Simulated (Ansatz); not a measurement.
The system is Ti.

```
Ti
1.0
     0.00000    2.00256    2.00256
     2.00256    0.00000    2.00256
     2.00256    2.00256    0.00000
Ti
1
Direct
  0.00000 0.00000 0.00000
```

This isn't the form of Ti at room conditions, which is hcp.

The cell isn't the ideal one: volume scaled by 0.96.

Below is the output of Ansatz 0.2.0 for this cell. Logs are shortened: lines on timing, memory, paths and dates and some standing lists are left out, and cuts for length are marked.

```text
Warning: RAYON_NUM_THREADS=1 ignored (pool sized by the plan → 1); use --threads N
crystal.space_group: 225 is read as Fm-3m: the typed cell holds Ti4 (Ti 4a). Least distances (Å): Ti–Ti 2.832
scf.n_extra_bands = 12 over 6 filled bands (N_el = 12.0): the run solves 18 bands
Engine: ansatz 0.2.0, aarch64-unknown-linux-gnu
Pseudopotentials: kind: paw
Pseudopotential: Ti, paw, valence charge 12, recommended cutoff 420 eV (normal), Ti.paw.azcp
Functional definition: SPW92
  exchange = slater_x
  correlation = pw_c
Crystal: 1 atoms, lattice volume = 16.062 Å³
Basis set: ecut = 420 eV, 331 PW (Γ)
Bands: 18, of which v1, the nominal top of the filled ones, is band 6 counted from 1 (5 counted from 0)
Symmetry: 48 space group operations
Space group: Fm-3m (ITA 225), of the structure as read, at distance tolerance 2.5e-5 Å
k-points: 56 of 1331
Non-local potential: Ti, projectors of the file, l = 0: 3, l = 1: 2, l = 2: 3, l = 3: 1
PAW form: soft (Blöchl's): semilocal exchange-correlation on the pseudo side does not see the compensation charge
PAW frozen core: Ti, regenerated for the run's functional, and the local potential with it (the file was generated under x = pbe(κ = 0.804, μ = 0.2195149727645171), c = pbe(β = 0.06672455060314922))
PAW one-centre angular grid: Ti, 590 points (default); XC on 64 Gauss nodes
Initial density: superposition of atomic densities (neutral atoms: chi_scale 0, normalization atom), corrected by the library's trained network
Initial wavefunctions: pseudopotential atomic-orbital guess
Functional: x = slater, c = lda
SCF iter   1: F=—  HF=-2450.263454 eV  |F-HF|=—  |Δ(HF+E_count)|=         —  Δρ=5.78e-3  dr2=1.95e-3  ethr=1.77e-3  ⟨swp⟩=5.0  Hψ=4314  notcnv=0  defer=9
preconditioner: auto → none  [metal: Δε(μ)=0.115 eV  Ē_g=17.180 eV  σ=0.150 eV  W_gap=0.38  n_scr=0 (ndim 8)  ℏωp=18.5 eV  f_vac=0.000  D(μ)=1.15/eV (n_scr^D=14)]
SCF iter   2: F=—  HF=-2450.263253 eV  |F-HF|=—  |Δ(HF+E_count)|=   2.01e-4  Δρ=2.48e-3  dr2=3.75e-4  ethr=1.62e-5  ⟨swp⟩=1.0  Hψ=1456  notcnv=0  defer=11
SCF iter   3: F=—  HF=-2450.263308 eV  |F-HF|=—  |Δ(HF+E_count)|=   5.45e-5  Δρ=8.44e-4  dr2=7.01e-5  ethr=3.12e-6  ⟨swp⟩=1.2  Hψ=699  notcnv=0  defer=11
SCF iter   4: F=—  HF=-2450.263285 eV  |F-HF|=—  |Δ(HF+E_count)|=   2.27e-5  Δρ=6.65e-5  dr2=2.90e-7  ethr=5.84e-7  ⟨swp⟩=2.6  Hψ=1018  notcnv=0  defer=11
SCF iter   5: F=—  HF=-2450.263286 eV  |F-HF|=—  |Δ(HF+E_count)|=   9.12e-7  Δρ=1.07e-5  dr2=1.72e-8  ethr=2.42e-9  ⟨swp⟩=2.5  Hψ=987  notcnv=0  defer=11
SCF iter   6: F=—  HF=-2450.263286 eV  |F-HF|=—  |Δ(HF+E_count)|=   5.26e-9  Δρ=1.01e-6  dr2=9.33e-11  ethr=1.43e-10  ⟨swp⟩=1.3  Hψ=707  notcnv=0  defer=11
SCF iter   7: F=-2450.263286 eV  HF=-2450.263286 eV  |F-HF|=9.09e-13  |Δ(HF+E_count)|=  2.09e-11  Δρ=4.89e-8  dr2=1.44e-13  ethr=1.00e-12  ⟨swp⟩=5.1  Hψ=3206  notcnv=0
SCF 1 converged in 7 iterations: F = -2450.263286 eV  dr2 = 1.44e-13
  greatest PAW one-centre occupation: 0.999 electrons in one spin orbital (limit 2), on the Ti atom at site 0 (counted from 0), in its partial waves of l = 0
NSCF: frozen V_eff on 120 k-points
Optics k sum: 0 of 120 k-points
Optics k sum: 6 of 120 k-points
Optics k sum: 12 of 120 k-points
Optics k sum: 18 of 120 k-points
Optics k sum: 24 of 120 k-points
Optics k sum: 30 of 120 k-points
[... 55 lines left out ...]
Optics k sum: 114 of 120 k-points
Optics k sum: 120 of 120 k-points
SCF converged after 7 iterations
Free energy (F): -2450.263286 eV
Harris-Foulkes:  -2450.263286 eV  (|F-HF|=9.09e-13)
Internal energy: -2450.250364 eV  (E = F + TS)
E sigma→0 (E₀):  -2450.256825 eV
Entropy (-TS):   -0.012922 eV (-12.922 meV/atom)
Fermi energy:    14.229582 eV
--- Per-component energies (eV) ---
  E_band       = -141.877393
  E_kinetic    = 274.403208
  E_local      = -773.914060  (includes V_loc(G=0)·N_el)
  E_nonlocal   = 12.409669
  E_hartree    = 319.924766
  E_xc         = -97.171818
  E_vxc        = -122.310651  (∫ρ·V_xc dr)
  E_paw        = -999.382854  (= ΣΔE_a)
  E_vpaw       = -172.315207  (= ΣTr[D̂ρ^β])
  E_aug_tail   = 0.000108  (compensation charges beyond the density's cutoff)
  E_ewald      = -1186.845334
  E_core_change = 0.325950  (= ΣΔE_core)
  E_smearing   = -0.012922  (= −TS)
  E_closure    = -0.000000  (closes the sum)
  Σ components = -2450.263286   (vs F -2450.263286, Δ=0.00e0)
--- Band table (eV; the first three rows and the last of 56) ---
  k-point 0: bands = ["-41.7402", "-17.8028", "-17.8028", "-17.8028", "8.0579", "15.1255", "15.1255", "15.1255", "16.9204", "16.9204", "30.0182", "34.7907", "34.7907", "34.7907", "38.8385", "40.1668", "40.1668", "40.1668"]
  k-point 1: bands = ["-41.7263", "-17.8764", "-17.8118", "-17.8118", "8.3438", "14.9490", "15.2287", "15.2287", "16.8549", "16.8549", "30.2705", "32.9986", "35.0111", "35.0111", "39.1414", "40.0289", "40.0289", "41.5644"]
  k-point 2: bands = ["-41.6889", "-18.0711", "-17.8358", "-17.8358", "9.1375", "14.5493", "15.4084", "15.4084", "16.8132", "16.8132", "29.8366", "31.1715", "35.5083", "35.5083", "38.3524", "39.3526", "39.3526", "45.3090"]
  k-point 55: bands = ["-41.5069", "-18.4028", "-18.3550", "-18.1060", "12.5477", "13.5138", "14.1068", "16.5484", "18.3630", "23.0782", "23.0986", "25.5857", "26.4728", "36.4246", "38.4773", "41.5706", "46.2265", "47.6344"]
```

Q: Write the input and the command behind it.

A: Optical spectrum with LDA, no spin polarisation. The files as run (others can give the same):

input.yaml
```yaml
crystal:
  lattice: { a: 4.00512841, b: 4.00512841, c: 4.00512841, alpha: 90.0, beta: 90.0, gamma: 90.0 }
  space_group: 225
  reduce_to_primitive: true
  atoms:
    - { symbol: Ti, wyckoff: "4a", position: [0.0, 0.0, 0.0] }
hamiltonian:
  xc: lda
  pseudopotentials: { kind: paw }
kpoints:
  mp_grid: { grid: [11, 11, 11] }
scf:
  occupations: { method: gaussian, width: 0.15 }
  n_extra_bands: 12
output:
  eigenvalues: true
  optics: { e_range: [0, 14], sigma: 0.05, nscf_kmesh: { grid: [15, 15, 15] } }
```

Potentials or basis: Ansatz PAW.
The run is started by
```bash
$ ansatz run input.yaml --threads 1 --pin off --max-ram 2560MiB --backend cpu --events-out ev --progress --plain --runs-dir out
```

Caveat: spectra need much finer meshes, so this one isn't converged; independent-particle spectra lack excitons; the intraband (Drude) part of a metal's response may be missing.
